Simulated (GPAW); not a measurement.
# Quasiparticle gap of BN (F-43m) in GPAW, part 2 of 2

Wanted: ground state, empty states, screening and self-energy for BN (F-43m).

GPAW 26.7.0; PBE and many-body steps on it, plane waves. Known limits of the many-body steps: not at the basis limit; coarse k mesh.

So far. Step 3 (Bands along the symmetry lines): The gap is 4.457 eV, as in the run before at this level. Step 4 (Empty states on the mesh, 6×6×6 mesh, 59 bands): On this mesh the gap is 4.457 eV.

**5. Screening and self-energy, 6×6×6 mesh, 49 bands, screening to 150 eV**

Now the one-shot GW correction: screening in the RPA, then the self-energy of the levels asked for.

This step: G0W0 on PBE, plane waves, PAW.

The input, run.py:

```python
import json
import numpy as np
from gpaw.mpi import world
from gpaw.response.g0w0 import G0W0

gw = G0W0('full.gpw',
    filename='gw',
    kpts=[0, 12],
    bands=(2, 6),
    ecut=150,
    nbands=49,
    integrate_gamma='WS',
    ppa=True)
gw.calculate()
res = {mode: {k: v for k, v in r.items() if k != 'sigma_eskwn'}
       for mode, r in gw.all_results.items()}

if world.rank == 0:
    with open('result.json', 'w') as f:
        json.dump(res, f, default=lambda x: x.tolist())
```

Command:

```sh
> mpirun -n 4 gpaw python run.py
```

Numbers of over 12 decimals in the logs are rounded to 6 here.

What it wrote:

```text
Using integrator: PointIntegrator
FrequencyGridDescriptor(from 0.000+0.000j to 0.000+27.211j eV, 2 points)
Nonperiodic BCs:  [False False False]
Using integrator: PointIntegrator
FrequencyGridDescriptor(from 0.000+0.000j to 0.000+27.211j eV, 2 points)
Nonperiodic BCs:  [False False False]
  ___  _ _ _
 |   || | | |
 | | || | | |
 |__ ||_____|
 |___|

BZ k-points: Symmetries present (total): 24

  [... matrices ...]
216 k-points: 6 x 6 x 6 Monkhorst-Pack grid + [1/12,1/12,1/12]
16 k-points in the irreducible part of the Brillouin zone
       k-points in crystal coordinates                weights
   0:     0.00000000    0.00000000    0.00000000          1/216
   1:     0.16666667    0.16666667    0.00000000          6/216
   2:     0.16666667    0.16666667    0.16666667          8/216
   3:     0.33333333    0.16666667    0.16666667         12/216
   4:     0.33333333    0.33333333   -0.33333333         12/216
   5:     0.33333333    0.33333333    0.00000000          6/216
   6:     0.33333333    0.33333333    0.16666667         24/216
   7:     0.33333333    0.33333333    0.33333333          8/216
   8:     0.50000000    0.33333333   -0.33333333         24/216
   9:     0.50000000    0.33333333   -0.16666667         12/216
          ...
  15:     0.50000000    0.50000000    0.50000000          4/216

Distributing spins, k-points and bands (1 x 2 x 4) over 4 processes
Number of blocks: 1

Quasi particle states:
k-points (IBZ indices): [0, 12]
Band range: (2, 6)
  [... matrices ...]
Computational parameters:
Plane wave cut-off: 150 eV
Number of bands: 49
Coulomb cutoff: None
Broadening: 0.1 eV

fxc modes: GW
Kernel: RPA
Using Godby-Needs plasmon-pole approximation:
  Fitting energy: i*E0, E0 = 1.000 Hartree
Summing all q:

Calculating screened Coulomb potential
No Coulomb truncation
FrequencyGridDescriptor(from 0.000+0.000j to 0.000+27.211j eV, 2 points)
Removing empty qpoint cache files...

Calculating chi0 body with:
    Ground state adapter containing:
    Number of spins: 1
    Number of kpoints: 216
    Number of irreducible kpoints: 16
    Number of completely occupied states: 4
    Number of partially occupied states: 4
    Occupied states memory: 0.205994 M / cpu

    Linear response parametrization:
    q_c: [1.3877787807814457e-17, 1.3877787807814457e-17, 1.3877787807814457e-17]
    Number of frequency points: 2
    Planewave cutoff: 150.0
    Number of bands: 49
    Number of planewaves: 59
    Broadening (eta): 1e-06
    comm.size: 4
    kncomm.size: 4
    blockcomm.size: 1

    Memory estimate of potentially large arrays:
        chi0_wGG: 0.106232 M / cpu
Integrating chi0 body.

Symmetries of q_c:
    Direct symmetries (Uq -> q): 24
    Indirect symmetries (TUq -> q): 24
In total 48 allowed symmetries.

  [... matrices ...]
16 groups of equivalent kpoints. 92.592593% reduction.

Integral kind: response function
Integrating chi0 head and wings.

Symmetries of q_c:
    Direct symmetries (Uq -> q): 24
    Indirect symmetries (TUq -> q): 24
In total 48 allowed symmetries.

  [... matrices ...]
16 groups of equivalent kpoints. 92.592593% reduction.

Integral kind: response function wings

Calculating chi0 body with:
    Ground state adapter containing:
    Number of spins: 1
    Number of kpoints: 216
    Number of irreducible kpoints: 16
    Number of completely occupied states: 4
    Number of partially occupied states: 4
[... the further q-points ...]

Results:
f:      Occupation numbers
eps:     KS-eigenvalues [eV]
vxc:     KS vxc [eV]
exx:     Exact exchange [eV]
sigma:   Self-energies [eV]
dsigma:  Self-energy derivatives
Z:       Renormalization factors
qp:      QP-energies [eV]

k-point 0 (0): (0.000, 0.000, 0.000)                GW
band       f     eps     vxc     exx   sigma  dsigma       Z      qp
                                                                   GW
   2   1.000  10.095 -19.276 -22.809   2.678  -0.208   0.828   9.387
   3   1.000  10.095 -19.276 -22.809   2.678  -0.208   0.828   9.387
   4   0.000  18.923 -14.662  -7.956  -5.069  -0.186   0.843  20.303
   5   0.000  18.923 -14.662  -7.956  -5.069  -0.186   0.843  20.303

k-point 1 (12): (0.500, 0.500, 0.000)                GW
band       f     eps     vxc     exx   sigma  dsigma       Z      qp
                                                                   GW
   2   1.000   5.196 -17.087 -22.216   3.654  -0.224   0.817   3.991
   3   1.000   5.196 -17.087 -22.216   3.654  -0.224   0.817   3.991
   4   0.000  14.552 -13.270  -8.037  -4.348  -0.170   0.855  15.309
   5   0.000  19.330 -13.926  -7.940  -4.897  -0.175   0.851  20.257
```

Elapsed: 14 s, on 4 MPI ranks of Arm Neoverse V1, shared host; peak memory 0.86 GiB; 54 s of CPU time.

This step gave:

```
G0W0 gap on the points computed              : 5.922 eV
least direct G0W0 gap on the computed points : 10.92 eV
Z at the valence top                         : 0.8277
Z at the conduction bottom                   : 0.8548
starting gap on the mesh                     : 4.457 eV
k of the valence top                         : 0, 0, 0
k of the conduction bottom                   : 0.5, 0.5, 0
```

The gap on the mesh goes from 4.46 eV to 5.92 eV, a correction of +1.47 eV.

Limits: finite bands, cutoff and mesh; coarse k mesh. v1 is the top filled band, c1 the lowest empty one. The levels before and after the correction (eV, zero at the valence-band top of each column):

```
           conduction bottom  valence top
Kohn-Sham               4.46         0.00
     G0W0               5.92         0.00
```

```csv
,level,energy (eV)
Kohn-Sham,Γ v2-v1,0.000
Kohn-Sham,Γ c1-c2,8.828
Kohn-Sham,(0.5 0.5 0) v2-v1,-4.899
Kohn-Sham,(0.5 0.5 0) c1,4.457
Kohn-Sham,(0.5 0.5 0) c2,9.235
G0W0,Γ v2-v1,0.000
G0W0,Γ c1-c2,10.915
G0W0,(0.5 0.5 0) v2-v1,-5.396
G0W0,(0.5 0.5 0) c1,5.922
G0W0,(0.5 0.5 0) c2,10.869
```

**6. Where the time went**

Times are wall times on 4 MPI ranks of Arm Neoverse V1, shared host, good to a factor of about two.

```csv
step,time,share,memory (GiB)
ground state,4.9 s,19 %,0.56
bands along the symmetry lines,3.9 s,15 %,0.46
empty states on the mesh,3.8 s,14 %,0.46
screening and self-energy,14 s,52 %,0.86
```

**7. Outcome**

```json
{
  "PBE gap": "4.46 eV, indirect",
  "G0W0 gap on the mesh": "5.92 eV",
  "GW settings": "6×6×6 mesh, 49 bands, screening to 150 eV, Godby-Needs plasmon pole",
  "known limits": "not at the basis limit; coarse k mesh"
}
```

G0W0 moves the gap on the mesh from 4.46 eV to 5.92 eV (+1.47 eV), with Z of 0.83 and 0.85 at the edges. Only 2 of the mesh's irreducible points were corrected, so a valley elsewhere could overtake. The dearest step here is «screening and self-energy». Bands and cutoff are finite, so the gap is not at the basis limit. The miss can reach some tenths of an eV and take either sign; the mesh is an error of its own. These stock PAW sets were not made for GW. In the G0W0 run levels were corrected at 2 k points alone, so a gap called «on the mesh» is the least over those, and an edge elsewhere would be missed. The 6×6×6 mesh is coarse for this cell, which bears on the long-range parts of exchange and screening.

[Paths, hosts, dates, memory and timing lines, banners, echoed tables and standing remarks are left out of the program output.]

[Logs are printed without paths, hosts, clocks, repeated set-up lines and the standing remarks that a program may print on its own settings, such as how far it seeks lower states.]

[Runs of the session that timed out or met a known fault of the program may be left out.]

[Hosts, paths, dates, database ids (printed as entryN), source tags and the programs' standing remarks are cut or masked in the printed files.]
